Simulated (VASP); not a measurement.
## VASP inputs for BeS (strained measured structure)

INCAR

```
SIGMA = 0.01
ENCUT = 520
ISMEAR = 0
IBRION = -1
LASPH = .TRUE.
PREC = Accurate
METAGGA = R2SCAN
ALGO = Normal
LCHARG = .FALSE.
LWAVE = .FALSE.
NBANDS = 11
NELM = 120
LREAL = .FALSE.
EDIFF = 1E-7
ISIF = 2
NSW = 0
```

KPOINTS

```
KPOINTS created by Atomic Simulation Environment
0
Gamma
10 10 10
0 0 0
```

KPOINTS_OPT

```
special points
8
Reciprocal
0.0000000000 0.0000000000 0.0000000000 1
-0.5000000000 -0.5000000000 0.0000000000 1
-0.3750000000 -0.3750000000 0.2500000000 1
-0.3750000000 0.0000000000 0.3750000000 1
0.0000000000 0.0000000000 0.5000000000 1
-0.5000000000 -0.2500000000 0.2500000000 1
-0.0375000000 0.0000000000 0.0375000000 1
0.0000000000 0.5000000000 0.5000000000 1
```

POSCAR

```
Be S
 1.0000000000000000
     0.0000000000000000    2.5662460555000002    2.5662460555000002
     2.5662460555000002    0.0000000000000000    2.5662460555000002
     2.5662460555000002    2.5662460555000002    0.0000000000000000
 Be  S
   1   1
Cartesian
  0.0000000000000000  0.0000000000000000  0.0000000000000000
  1.2831230277499999  1.2831230277499999  1.2831230277499999
```

VASP ran with the recommended PBE PAW datasets (8 valence electrons in the cell).

Problem. Estimate the main results of this run.

Solution. gap between bands v and c 3.88 eV; least direct gap 5.24 eV; pressure -11.4 GPa.

Band v is the last that the valence electrons fill when counted band by band, and c is the next. Levels in eV from the top of v:

```tsv
point	v−1	v	c	c+1
Γ	0.00	0.00	5.24	6.29
X	-2.17	-2.17	3.88	5.45
K	-3.33	-1.78	4.98	7.74
L	-0.84	-0.84	5.45	7.14
W	-3.15	-2.67	6.79	8.56
```
